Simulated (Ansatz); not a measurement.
**Rb under strains and displacements**

Method: DFT PBE, scalar-relativistic, plane waves, PAW (Ansatz 0.2.0).

Cutoff 420 eV; k points 10×10×10 on the computed 4-atom cell (Γ-centred); Gaussian smearing, width 0.10 eV; no spin polarisation.

Reference cell:

```yaml
crystal:
  lattice:
    - [0.00000, 8.85439, 8.86301]
    - [2.45116, 0.00000, 8.86301]
    - [2.45116, 8.85439, 0.00000]
  atoms:
    - { symbol: Rb, position: [0.12998, 0.87002, 0.12998] }
    - { symbol: Rb, position: [0.12002, 0.37998, 0.12002] }
    - { symbol: Rb, position: [0.87002, 0.12998, 0.87002] }
    - { symbol: Rb, position: [0.37998, 0.12002, 0.37998] }
```

Each variant moves atoms of this cell by the vectors given, if any (Å), and then applies a symmetric strain (tensor components, Cartesian axes). The reference cell isn't relaxed at this level. Energies are per atom at zero smearing, counted from the reference cell. Pressure is positive in compression.

1. strain (xx yy zz yz xz xy, %) 7.29 1.40 1.17 0.00 0.00 0.00; moves: Rb1 (0.000, 0.100, 0.000); Rb2 (0.000, -0.100, 0.000); Rb3 (0.000, -0.100, 0.000); Rb4 (0.000, 0.100, 0.000)
2. strain (xx yy zz yz xz xy, %) -3.63 0.56 4.18 0.00 0.00 0.00; moves: Rb1 (0.000, 0.192, 0.000); Rb2 (0.000, 0.091, 0.000); Rb3 (0.000, -0.192, 0.000); Rb4 (0.000, -0.091, 0.000)
3. strain (xx yy zz yz xz xy, %) -2.58 0.10 -3.22 0.00 0.00 0.00; moves: Rb1 (0.000, 0.250, 0.000); Rb2 (0.000, -0.250, 0.000); Rb3 (0.000, -0.250, 0.000); Rb4 (0.000, 0.250, 0.000)
4. strain (xx yy zz yz xz xy, %) 1.34 1.96 3.15 0.00 0.00 0.00; moves: Rb1 (-0.033, 0.050, 0.000); Rb2 (-0.033, -0.050, 0.000); Rb3 (0.033, -0.050, 0.000); Rb4 (0.033, 0.050, 0.000)
5. strain (xx yy zz yz xz xy, %) -1.06 1.54 2.35 0.00 0.00 0.00; moves: Rb1 (0.000, -0.250, 0.000); Rb2 (0.000, 0.250, 0.000); Rb3 (0.000, 0.250, 0.000); Rb4 (0.000, -0.250, 0.000)

The reference cell has pressure -0.01 GPa, largest force 0.010 eV/Å and gap none (metal).

```json
{"result": "A", "ΔE (meV/atom)": "3.6", "P (GPa)": "-0.14", "largest force (eV/Å)": "0.02"}
{"result": "B", "ΔE (meV/atom)": "9.6", "P (GPa)": "-0.18", "largest force (eV/Å)": "0.03"}
{"result": "C", "ΔE (meV/atom)": "25.5", "P (GPa)": "-0.03", "largest force (eV/Å)": "0.20"}
{"result": "D", "ΔE (meV/atom)": "10.9", "P (GPa)": "0.01", "largest force (eV/Å)": "0.15"}
{"result": "E", "ΔE (meV/atom)": "25.8", "P (GPa)": "0.24", "largest force (eV/Å)": "0.19"}
```

(1) Which variant gave which result?

## Answers

(1) A is 4, B is 1, C is 5, D is 2, E is 3. The pressure falls as the cell grows: from the smallest volume to the largest the variants are 3, 2, 5, 4, 1.

This form isn't the element's structure at ambient conditions.